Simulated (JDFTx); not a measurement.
## Re under changes of volume

One of the cells (14.714 Å³/atom); the others are scaled copies at fixed shape and fractional positions:

```
CELL_PARAMETERS angstrom
2.76080 0.00000 0.00000
-1.38040 2.39092 0.00000
0.00000 0.00000 4.45820
ATOMIC_POSITIONS crystal
Re 0.66667 0.33333 0.75000
Re 0.33333 0.66667 0.25000
```

| Property | Result |
| --- | --- |
| Program | JDFTx 1.7.0 (patched build) |
| Functional | PBE |
| Potentials or basis | PseudoDojo-SR-PBE-0.5-standard |
| Cutoff | 980 eV |
| Density cutoff | 7837 eV |
| k mesh | 11 × 11 × 6 |
| Occupations | fermi-dirac, width 0.05 eV |
| Spin | no spin polarisation |

| volume (Å³/atom) | energy over the lowest point (meV/atom) | pressure (GPa) |
| --- | --- | --- |
| 13.831 | 107.32 | 33.3 |
| 14.125 | 55.65 | 23.2 |
| 14.420 | ? | ? |
| 14.714 | 3.68 | 5.8 |
| 15.008 | 0.00 | -1.6 |
| 15.303 | 9.18 | -8.2 |
| 15.597 | 29.91 | -14.2 |

Task: What does the run at 14.420 Å³/atom give?

Result: Energy over the lowest point 21.69 meV/atom; pressure 14.0 GPa.

Worked out: A Birch-Murnaghan fit of order 3 (a polynomial in V^(-2/3)) to the other rows has its minimum at 14.94 Å³/atom with B0 = V·E''(V) = 364 GPa and B' = 4.4 at fixed shape and positions, which overstates the stiffness. It gives 21.64 meV/atom at 14.420 Å³/atom, against the run's 21.69, and -dE/dV = 14.0 GPa, against 14.0.

Energies are extrapolated to zero smearing.
